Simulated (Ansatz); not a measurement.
**CoO (zincblende type): how the settings move a single-point run**

Aim: see which settings change the result for CoO (zincblende type), by how much, and at what cost.

Computed with Ansatz 0.2.0 (reference: DFT, PBE, all-electron LAPW, scalar-relativistic, unless a step's input says otherwise).

2 further runs of the same task are left out: 1 that didn't finish, 1 set aside as unsound or not needed.

**1. The system as given**

Symmetry: F-43m, No. 216, cubic system. The conventional cell has a = 4.499 Å, b = 4.499 Å, c = 4.499 Å, α = 90.00°, β = 90.00°, γ = 90.00°. Co (site symmetry -43m) is surrounded by 4 O at 1.95 Å. O (site symmetry -43m) is surrounded by 4 Co at 1.95 Å.

Structure file:

```
CELL_PARAMETERS angstrom
0.00000 2.24956 2.24956
2.24956 0.00000 2.24956
2.24956 2.24956 0.00000
ATOMIC_POSITIONS crystal
Co 0.00000 0.00000 0.00000
O 0.25000 0.25000 0.25000
```

**2. Baseline**

The input, input.yaml:

```yaml
crystal:
  lattice:
    - [0.0, 2.2495572983, 2.2495572983]
    - [2.2495572983, 0.0, 2.2495572983]
    - [2.2495572983, 2.2495572983, 0.0]
  atoms:
    - { symbol: Co, position: [0.0, 0.0, 0.0] }
    - { symbol: O, position: [0.25, 0.25, 0.25] }
kpoints:
  mp_grid: { grid: [13, 13, 13] }
scf:
  occupations: { method: fermi_dirac, width: 0.05 }
hamiltonian:
  xc: pbe
  pseudopotentials: { kind: all_electron, lapw: { basis_error: 0.0005 } }
output:
  forces: true
  stress: true
  eigenvalues: true
  dos: { projected: true, de: 0.2, e_range: [-14, 8] }
```

Command:

```sh
> ansatz run input.yaml --threads 1 --pin off --max-ram 3072MiB --backend cpu --events-out ev --progress --plain --runs-dir out
```

**3. Variant: hubbard.sites [{species: Co, l: d, u_eff: 6.0}], hubbard.double_counting amf**

Edit input.yaml of step 2 so:

```diff
@@ -15,2 +15,3 @@
   pseudopotentials: { kind: all_electron, lapw: { basis_error: 0.0005 } }
+  hubbard: { sites: [{ species: Co, l: d, u_eff: 6.0 }], double_counting: amf }
 output:
@@ -19,2 +20 @@
   eigenvalues: true
-  dos: { projected: true, de: 0.2, e_range: [-14, 8] }
```

What does the calculation give? Wanted: for each run, ending; energy change; pressure; gap; force.

As calculated:

```
                                                                            run     ending                                          energy change  pressure (GPa)  gap (eV)  force (eV/Å)  cycles  time
                                                                      reference  converged                                                      0           -14.0      0.00          0.00       8  32 s
1: hubbard.sites [{species: Co, l: d, u_eff: 6.0}], hubbard.double_counting amf  converged  -377.4 meV/atom (U changed: no physical gain or loss)           -10.2      0.00          0.00       9  41 s
```

Times don't compare one to one where runs were asked for different outputs or read a saved state (see the inputs); cycles may leave out searches for a lower state.

Residual by cycle in the longest SCF loop of each run; runs are numbered as in the table. The quantity is the density residual dr2, in eV.

```
cycle  reference    run 1
    1       1.37     1.37
    2      0.161    0.179
    3     0.0975   0.0982
    4      0.103    0.513
    5    0.00811  0.00782
    6     3.3e-4   4.8e-5
    7     2.0e-6   7.0e-7
    8     2.5e-9   1.9e-7
    9          -   3.5e-9
```

What this shows: Changing the Hubbard U moves the energy by -377.4 meV/atom, and the pressure goes from -14.0 to -10.2 GPa. The U term adds an energy of its own, so the shift says nothing about which run is better. A changed U is a change of model: its shifts are not errors of convergence. The structure is not at rest: the sound run finds -14 GPa, so these are no properties of the relaxed crystal. The reference leaves spin out although Co can carry a moment, so its state need not be the lowest.
